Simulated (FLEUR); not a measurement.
# AlN (F-43m) in FLEUR: a series of runs

The runs below take AlN through equation of state, with PBEsol.

Program: FLEUR MaX-R8.1 (later development tree). These are calculated values, not measurements. Logs are shortened: lines on timing, memory, paths and dates and some standing lists are left out, and cuts for length are marked.

## (1) The crystal as given

It takes space group F-43m (No. 216, cubic). The conventional cell has a = 4.368 Å, b = 4.368 Å, c = 4.368 Å, α = 90.00°, β = 90.00°, γ = 90.00°. Al (site symmetry -43m) has 4 N at 1.89 Å as nearest neighbours. N (site symmetry -43m) has 4 Al at 1.89 Å as nearest neighbours.

Measurements of this composition are mostly on another form, of space group No. 186.

## (2) Equation of state, PBEsol, 9.79 Å³/atom (volume scaled by 0.94)

inp.xml

```xml
<?xml version="1.0" encoding="UTF-8" standalone="no"?>
<fleurInput fleurInputVersion="0.39">
   <comment>
      AlN                                                                                                 
   </comment>
   <calculationSetup>
      <cutoffs Kmax="5.7" Gmax="17.7" GmaxXC="17.7" numbands="0"/>
      <scfLoop itmax="60" minDistance="0.00001" maxIterBroyd="15" imix="Anderson" alpha="0.05" precondParam="0.0" spinf="2.0" sdNocoIR="T"/>
      <coreElectrons ctail="T" frcor="F" kcrel="0" coretail_lmax="0"/>
      <xcFunctional name="PBEs" relativisticCorrections="F"/>
      <magnetism jspins="1"/>
      <soc l_soc="F" theta="0.0" phi="0.0" spav="F"/>
      <expertModes spex="0" secvar="F"/>
      <geometryOptimization l_f="F" forcealpha="1.0" forcemix="BFGS" epsdisp="0.00001" epsforce="0.00001"/>
      <ldaU l_linMix="F" mixParam="0.05" spinf="1.0"/>
   </calculationSetup>
   <cell>
      <bzIntegration valenceElectrons="16.0" mode="hist" fermiSmearingEnergy="0.00183747">
         <kPointListSelection listName="default-1"/>
         <!-- k-points included here -->
         <xi:include xmlns:xi="http://www.w3.org/2001/XInclude" href="kpts.xml"> </xi:include>
      </bzIntegration>
      <!-- symmetry operations included here -->
      <xi:include xmlns:xi="http://www.w3.org/2001/XInclude" href="sym.xml"> </xi:include>
      <bulkLattice scale="0.9795861087">
         <bravaisMatrix>
            <row-1>    0.0000000000000000     4.1271496855342669     4.1271496855342669</row-1>
            <row-2>    4.1271496855342669     0.0000000000000000     4.1271496855342669</row-2>
            <row-3>    4.1271496855342669     4.1271496855342669     0.0000000000000000</row-3>
         </bravaisMatrix>
      </bulkLattice>
   </cell>
   <atomSpecies>
      <species name="Aluminum (Al)" element="Al" atomicNumber="13">
         <mtSphere radius="1.72" gridPoints="585" logIncrement="0.019"/>
         <atomicCutoffs lmax="8" lnonsphr="8"/>
         <electronConfig flipSpins="F">
            <coreConfig>(1s1/2)</coreConfig>
            <valenceConfig>(2s1/2) (2p1/2) (2p3/2) (3s1/2) (3p1/2) (3p3/2)</valenceConfig>
            <stateOccupation state="(3p1/2)" spinUp="0.166667" spinDown="0.166667"/>
            <stateOccupation state="(3p3/2)" spinUp="0.333333" spinDown="0.333333"/>
         </electronConfig>
         <energyParameters s="3" p="3" d="3" f="4"/>
         <lo type="SCLO" l="0" n="2" eDeriv="0"/>
         <lo type="SCLO" l="1" n="2" eDeriv="0"/>
         <lo type="SCLO" l="2" n="3" eDeriv="2"/>
         <lo type="SCLO" l="3" n="4" eDeriv="2"/>
      </species>
      <species name="Nitrogen (N)" element="N" atomicNumber="7">
         <mtSphere radius="1.49" gridPoints="509" logIncrement="0.021"/>
         <atomicCutoffs lmax="8" lnonsphr="8"/>
         <electronConfig flipSpins="F">
            <coreConfig>(1s1/2)</coreConfig>
            <valenceConfig>(2s1/2) (2p1/2) (2p3/2)</valenceConfig>
            <stateOccupation state="(2p1/2)" spinUp="0.500000" spinDown="0.500000"/>
            <stateOccupation state="(2p3/2)" spinUp="1.000000" spinDown="1.000000"/>
         </electronConfig>
         <energyParameters s="2" p="2" d="3" f="4"/>
         <lo type="SCLO" l="0" n="2" eDeriv="2"/>
         <lo type="SCLO" l="1" n="2" eDeriv="2"/>
         <lo type="SCLO" l="2" n="3" eDeriv="2"/>
      </species>
   </atomSpecies>
   <atomGroups>
      <atomGroup species="Aluminum (Al)">
         <relPos label="                   1">.0000000000 .0000000000 .0000000000</relPos>
         <force calculate="T" relaxXYZ="TTT"/>
      </atomGroup>
      <atomGroup species="Nitrogen (N)">
         <relPos label="                   2">1.000/4.000 1.000/4.000 1.000/4.000</relPos>
         <force calculate="T" relaxXYZ="TTT"/>
      </atomGroup>
   </atomGroups>
   <output dos="F" band="F" slice="F">
      <checks vchk="F" cdinf="F"/>
      <bandDOS minEnergy="-.5*Htr" maxEnergy="0.5*Htr" sigma="0.015" storeEVData="T"/>
      <vacuumDOS vacdos="F" integ="F" star="F" nstars="0" locx1="0.0" locy1="0.0" locx2="0.0" locy2="0.0" nstm="0" tworkf="0.0"/>
      <unfoldingBand unfoldBand="F" supercellX="1" supercellY="1" supercellZ="1"/>
      <plotting iplot="0" polar="F">
         <plot TwoD="T" vec1="  1.0  0.0  0.0" vec2="  0.0  1.0  0.0" vec3="  0.0  0.0  1.0" zero="  0.0  0.0  0.0" file="plot"/>
      </plotting>
      <chargeDensitySlicing numkpt="0" minEigenval="0.0" maxEigenval="0.0" nnne="0" pallst="F"/>
      <specialOutput eonly="F"/>
      <moessbauerParams electricFieldGradient="T" isomerShift="T" coreHyperfine="T" valenceHyperfine="T"/>
      <magneticCircularDichroism mcd="F" energyLo="-10.0" energyUp="0.0"/>
   </output>
  <!-- We include the file relax.xml here to enable relaxations (see documentation) -->
  <xi:include xmlns:xi="http://www.w3.org/2001/XInclude" href="relax.xml"> <xi:fallback/> </xi:include>
</fleurInput>
```

Potentials or basis: all-electron, FLAPW.

Run with:

```
> inpgen -f crystal.txt -profile fastHighL
> # inp.xml edited to the form shown
> fleur_MPI
```

The log of the run:

```text
Welcome to FLEUR        (www.flapw.de)
      MaX-Release 8.1          (www.max-centre.eu)

 ========== k-point set info ==========
 Selected k-point list: default-1
 k-point list type: mesh
 10 x 10 x 10
 Number of k points: 47

 ------------Calculation Setup---------------------------
 Number of MPI-tasks      :            1
 Number of PE/node        :            1
 Number of OMP-threads    :            1
 Most efficient MPI parallelization for:
           1          47
 Additional eigenvalue parallelization possible
 Number of basis functions:          480
 Approximate size of matrices (H+S) per k-point:         0.007 GB
 --------------------------------------------------------
 Iteration:     1   Distance:      29.04878355 me/bohr^3
 Iteration:     2   Distance:      25.27501167 me/bohr^3
 Iteration:     3   Distance:       8.48683149 me/bohr^3
 Iteration:     4   Distance:       5.09725310 me/bohr^3
 Iteration:     5   Distance:       0.79947250 me/bohr^3
 Iteration:     6   Distance:       0.66286295 me/bohr^3
 Iteration:     7   Distance:       0.17315157 me/bohr^3
 Iteration:     8   Distance:       0.13074133 me/bohr^3
 Iteration:     9   Distance:       0.02785163 me/bohr^3
 Iteration:    10   Distance:       0.00069255 me/bohr^3
 Iteration:    11   Distance:       0.00055133 me/bohr^3
 Iteration:    12   Distance:       0.00006610 me/bohr^3
 Iteration:    13   Distance:       0.00002686 me/bohr^3
 Iteration:    14   Distance:       0.00000135 me/bohr^3

 ********************************************************************
 Run finished successfully
 Stop message:
   all done
 ********************************************************************
```

out.xml (last iteration):

```text
<iteration numberForCurrentRun="   14" overallNumber="   14">
         <energyParameters units="Htr">
            <atomicEP atomType="1" spin="1" branch="3s" branchLowest="-3.35" branchHighest="3.32" value="-0.0857393034"/>
            <atomicEP atomType="1" spin="1" branch="3p" branchLowest="-1.93" branchHighest="3.66" value="0.0437153646"/>
            <atomicEP atomType="1" spin="1" branch="3d" branchLowest="-9.99" branchHighest="3.38" value="0.2053544519"/>
            <atomicEP atomType="1" spin="1" branch="4f" branchLowest="-9.99" branchHighest="6.62" value="0.3672805473"/>
            <loAtomicEP atomType="1" spin="1" branch="2s" branchLowest="-54.83" branchHighest="-3.35" value="-3.3914275683"/>
            <loAtomicEP atomType="1" spin="1" branch="2p" branchLowest="-9.99" branchHighest="-1.93" value="-1.9837193302"/>
            <loAtomicEP atomType="1" spin="1" branch="3d" branchLowest="-9.99" branchHighest="3.38" value="0.2053552743"/>
            <loAtomicEP atomType="1" spin="1" branch="4f" branchLowest="-9.99" branchHighest="6.62" value="0.3672843891"/>
            <atomicEP atomType="2" spin="1" branch="2s" branchLowest="-13.39" branchHighest="1.25" value="-0.2861701892"/>
            <atomicEP atomType="2" spin="1" branch="2p" branchLowest="-9.99" branchHighest="1.43" value="0.0203463405"/>
            <atomicEP atomType="2" spin="1" branch="3d" branchLowest="-9.99" branchHighest="5.53" value="0.2596227125"/>
            <atomicEP atomType="2" spin="1" branch="4f" branchLowest="-9.99" branchHighest="9.46" value="0.4198038999"/>
            <loAtomicEP atomType="2" spin="1" branch="2s" branchLowest="-13.39" branchHighest="1.25" value="-0.2861701892"/>
            <loAtomicEP atomType="2" spin="1" branch="2p" branchLowest="-9.99" branchHighest="1.43" value="0.0202909187"/>
            <loAtomicEP atomType="2" spin="1" branch="3d" branchLowest="-9.99" branchHighest="5.53" value="0.2596241511"/>
         </energyParameters>
         <eigenvalues>
            <eigenvaluesAt spin="1" ikpt="1" k_x="0.00000000" k_y="0.00000000" k_z="0.00000000">
                      -3.3912260548       -1.9828289422       -1.9828289422       -1.9828289422       -0.2926323218
                       0.2708564371        0.2708564371        0.2708564371        0.4429051567        0.7510371566
                       0.7510371566        0.7510371566        0.9355143941
            </eigenvaluesAt>
            <eigenvaluesAt spin="1" ikpt="2" k_x="0.00000000" k_y="0.00000000" k_z="0.10000000">
                      -3.3912211585       -1.9828793647       -1.9828368557       -1.9828368557       -0.2867704440
                       0.2405984157        0.2689153230        0.2689153230        0.4667053147        0.7365916836
                       0.7562563484        0.7562563484        0.8870788031
            </eigenvaluesAt>
            <eigenvaluesAt spin="1" ikpt="3" k_x="0.00000000" k_y="0.00000000" k_z="0.20000000">
                      -3.3912083971       -1.9830122372       -1.9828578242       -1.9828578242       -0.2700236229
                       0.1791976549        0.2640773623        0.2640773623        0.5076841451        0.7063362051
                       0.7515149154        0.7515149154        0.8685943257
            </eigenvaluesAt>
            <eigenvaluesAt spin="1" ikpt="4" k_x="0.00000000" k_y="0.00000000" k_z="0.30000000">
                      -3.3911927386       -1.9831787035       -1.9828846518       -1.9828846518       -0.2454588841
                       0.1150511213        0.2585307464        0.2585307464        0.5382254009        0.6765437028
                       0.7231525726        0.7231525726        0.9122080231
            </eigenvaluesAt>
         </eigenvalues>
         <bandgap value="3.2171570318" units="eV"/>
         <sumValenceSingleParticleEnergies value="-18.0358057716" units="Htr"/>
         <FermiEnergy value="0.2708564371" units="Htr"/>
         <valenceDensity>
            <mtCharges spin="1">
               <mtCharge atomType="1" total="8.5966486" s="2.2326297" p="6.2509874" d="0.1004758" f="0.0103827"/>
               <mtCharge atomType="2" total="3.7554951" s="1.1746855" p="2.5750433" d="0.0050784" f="0.0004845"/>
            </mtCharges>
            <spinDependentCharge spin="1" total="16.0000000" interstitial="3.6478563" mtSpheres="12.3521437"/>
            <totalCharge value="16.0000000000"/>
         </valenceDensity>
         <coreStates atomType="     1" atomicNumber=" 13" spin="1" kinEnergy="    158.8660533215" eigValSum="   -109.6525947974" lostElectrons=" 0.000000">
            <state n="1" l="0" j="0.5" energy="-54.8262973987" weight="1.0000000000"/>
         </coreStates>
         <coreStates atomType="     2" atomicNumber="  7" spin="1" kinEnergy="     43.8986344957" eigValSum="    -26.7756675901" lostElectrons=" 0.000005">
            <state n="1" l="0" j="0.5" energy="-13.3878337950" weight="1.0000000000"/>
         </coreStates>
         <allElectronCharges>
            <spinDependentCharge spin="1" total="20.0000000" interstitial="3.6478614" mtSpheres="16.3521386"/>
            <totalCharge value="19.9999999991"/>
         </allElectronCharges>
         <moessbauerParams unitsHFF="kG" unitsIS="e/bohr^3" unitsEFG="Htr/bohr^2">
            <coreIsomerShift atomType="1" isTotal="1397.30094">
               <shell n="1" l="0" isomerShift="1397.30094"/>
            </coreIsomerShift>
            <coreIsomerShift atomType="2" isTotal="199.59268">
               <shell n="1" l="0" isomerShift="199.59268"/>
            </coreIsomerShift>
            <isomerShift atomType="1" nucleusRadius="0.0000708" averageDensity="1495.32065"/>
            <isomerShift atomType="2" nucleusRadius="0.0000569" averageDensity="208.17004"/>
            <electricFieldGradient atomType="1" VXX="0.00000" VYY="0.00000" VZZ="0.00000" asymParam="0.00000">
            </electricFieldGradient>
            <electricFieldGradient atomType="2" VXX="0.00000" VYY="0.00000" VZZ="0.00000" asymParam="0.00000">
            </electricFieldGradient>
         </moessbauerParams>
         <totalEnergy                                    value="     -297.0090135346" units="Htr">
            <sumOfEigenvalues                            value="     -154.4640681591">
               <coreElectrons value="-136.4282623875"/>
               <valenceElectrons value="-18.0358057716"/>
            </sumOfEigenvalues>
            <densityCoulombPotentialIntegral value="-419.3947658628"/>
            <densityEffectivePotentialIntegral value="-451.9250532693"/>
            <chargeDenXCDenIntegral value="-24.9645944621"/>
            <FockExchangeEnergyValence value="0.0000000000"/>
            <FockExchangeEnergyCore value="0.0000000000"/>
            <atomTypeDependentContributions atomType="1">
               <electronNucleiInteractionDifferentMTs value="284.6518191245"/>
               <MadelungTerm value="-8.9504711935"/>
            </atomTypeDependentContributions>
            <atomTypeDependentContributions atomType="2">
               <electronNucleiInteractionDifferentMTs value="62.6907282046"/>
               <MadelungTerm value="-3.5150027286"/>
            </atomTypeDependentContributions>
            <tkbTimesEntropy value="0.0000000000"/>
            <freeEnergy value="-297.0090135346"/>
            <extrapolationTo0K value="-297.0090135346"/>
         </totalEnergy>
         <densityConvergence units="me/bohr^3">
            <chargeDensity spin="1" distance="0.0000013491"/>
         </densityConvergence>
      </iteration>
```

Run time: 83 s. Hardware: 1 thread of Arm Neoverse V1, shared host; peak memory 0.06 GiB.

What came out:

```yaml
Free_energy: -8082.0270 eV
Band_gap_on_the_k_mesh: 3.22 eV, indirect (least direct gap 4.68 eV)
Valence_electrons_inside_the_program's_atomic_spheres: Al 8.60; N 3.76 (radii Al 1.72, N 1.49 bohr)
```

## (3) Equation of state, PBEsol, 10.00 Å³/atom (volume scaled by 0.96)

inp.xml: that of step 2 with these lines changed.

```diff
@@ -24,3 +24,3 @@
       <xi:include xmlns:xi="http://www.w3.org/2001/XInclude" href="sym.xml"> </xi:include>
-      <bulkLattice scale="0.9795861087">
+      <bulkLattice scale="0.9864848297">
          <bravaisMatrix>
```

Potentials or basis: all-electron, FLAPW.

Run with:

```
> inpgen -f crystal.txt -profile fastHighL
> # inp.xml edited to the form shown
> fleur_MPI
```

It took 91 s on 1 thread of Arm Neoverse V1, shared host; peak memory 0.06 GiB.

The run converged. Its results:

```yaml
Free_energy: -8082.0604 eV
Band_gap_on_the_k_mesh: 3.21 eV, indirect (least direct gap 4.49 eV)
Valence_electrons_inside_the_program's_atomic_spheres: Al 8.58; N 3.74 (radii Al 1.72, N 1.49 bohr)
```

## (4) Equation of state, PBEsol, 10.21 Å³/atom (volume scaled by 0.98)

inp.xml: that of step 3 with these lines changed.

```diff
@@ -24,3 +24,3 @@
       <xi:include xmlns:xi="http://www.w3.org/2001/XInclude" href="sym.xml"> </xi:include>
-      <bulkLattice scale="0.9864848297">
+      <bulkLattice scale="0.9932883884">
          <bravaisMatrix>
```

Run with:

```
> inpgen -f crystal.txt -profile fastHighL
> # inp.xml edited to the form shown
> fleur_MPI
```

Run time: 94 s. Hardware: 1 thread of Arm Neoverse V1, shared host; peak memory 0.06 GiB.

The run converged. Its results:

```yaml
Free_energy: -8082.0808 eV
Band_gap_on_the_k_mesh: 3.20 eV, indirect (least direct gap 4.30 eV)
Valence_electrons_inside_the_program's_atomic_spheres: Al 8.57; N 3.72 (radii Al 1.72, N 1.49 bohr)
```

## (5) Equation of state, PBEsol, 10.42 Å³/atom

inp.xml: that of step 4 with these lines changed.

```diff
@@ -24,3 +24,3 @@
       <xi:include xmlns:xi="http://www.w3.org/2001/XInclude" href="sym.xml"> </xi:include>
-      <bulkLattice scale="0.9932883884">
+      <bulkLattice scale="1.0000000000">
          <bravaisMatrix>
```

Run with:

```
> inpgen -f crystal.txt -profile fastHighL
> # inp.xml edited to the form shown
> fleur_MPI
```

Run time: 97 s. Hardware: 1 thread of Arm Neoverse V1, shared host; peak memory 0.06 GiB.

The run converged. Its results:

```yaml
Free_energy: -8082.0894 eV
Band_gap_on_the_k_mesh: 3.19 eV, indirect (least direct gap 4.13 eV)
Valence_electrons_inside_the_program's_atomic_spheres: Al 8.56; N 3.70 (radii Al 1.72, N 1.49 bohr)
```

## (6) Equation of state, PBEsol, 10.63 Å³/atom (volume scaled by 1.02)

inp.xml: that of step 5 with these lines changed.

```diff
@@ -24,3 +24,3 @@
       <xi:include xmlns:xi="http://www.w3.org/2001/XInclude" href="sym.xml"> </xi:include>
-      <bulkLattice scale="1.0000000000">
+      <bulkLattice scale="1.0066227096">
          <bravaisMatrix>
```

Potentials or basis: all-electron, FLAPW.

Run with:

```
> inpgen -f crystal.txt -profile fastHighL
> # inp.xml edited to the form shown
> fleur_MPI
```

Run time: 96 s. Hardware: 1 thread of Arm Neoverse V1, shared host; peak memory 0.06 GiB.

It converged, with:

* Free energy: -8082.0874 eV
* Band gap on the k mesh: 3.18 eV, indirect (least direct gap 3.95 eV)
* Valence electrons inside the program's atomic spheres: Al 8.54; N 3.69 (radii Al 1.72, N 1.49 bohr)

## (7) Equation of state, PBEsol, 10.83 Å³/atom (volume scaled by 1.04)

inp.xml: that of step 6 with these lines changed.

```diff
@@ -24,3 +24,3 @@
       <xi:include xmlns:xi="http://www.w3.org/2001/XInclude" href="sym.xml"> </xi:include>
-      <bulkLattice scale="1.0066227096">
+      <bulkLattice scale="1.0131594038">
          <bravaisMatrix>
```

Run with:

```
> inpgen -f crystal.txt -profile fastHighL
> # inp.xml edited to the form shown
> fleur_MPI
```

Wall time 1.7 min (1 thread of Arm Neoverse V1, shared host); peak memory 0.06 GiB.

It converged, with:

* Free energy: -8082.0757 eV
* Band gap on the k mesh: 3.17 eV, indirect (least direct gap 3.79 eV)
* Valence electrons inside the program's atomic spheres: Al 8.53; N 3.67 (radii Al 1.72, N 1.49 bohr)

## (8) Equation of state, PBEsol, 11.04 Å³/atom (volume scaled by 1.06)

inp.xml: that of step 7 with these lines changed.

```diff
@@ -24,3 +24,3 @@
       <xi:include xmlns:xi="http://www.w3.org/2001/XInclude" href="sym.xml"> </xi:include>
-      <bulkLattice scale="1.0131594038">
+      <bulkLattice scale="1.0196128224">
          <bravaisMatrix>
```

Run with:

```
> inpgen -f crystal.txt -profile fastHighL
> # inp.xml edited to the form shown
> fleur_MPI
```

It took 1.7 min on 1 thread of Arm Neoverse V1, shared host; peak memory 0.06 GiB.

Results (log left out):

```
Free energy                                           : -8082.0552 eV
Band gap on the k mesh                                : 3.16 eV, indirect (least direct gap 3.62 eV)
Valence electrons inside the program's atomic spheres : Al 8.52; N 3.66 (radii Al 1.72, N 1.49 bohr)
```

## (9) Equation of state, PBEsol

Potentials or basis: all-electron, FLAPW.

This step only gathers the single runs of the series.

What came out:

| Item | Value |
| --- | --- |
| Equilibrium volume | 10.48 Å³/atom |
| Bulk modulus | 200 GPa |
| Pressure derivative of the bulk modulus | 3.9 |

Energy against volume, from the lowest point:
| volume (Å³/atom) | energy (meV/atom) |
| --- | --- |
| 9.792 | 31.22 |
| 10.001 | 14.52 |
| 10.209 | 4.31 |
| 10.417 | 0.00 |
| 10.626 | 1.01 |
| 10.834 | 6.86 |
| 11.042 | 17.10 |
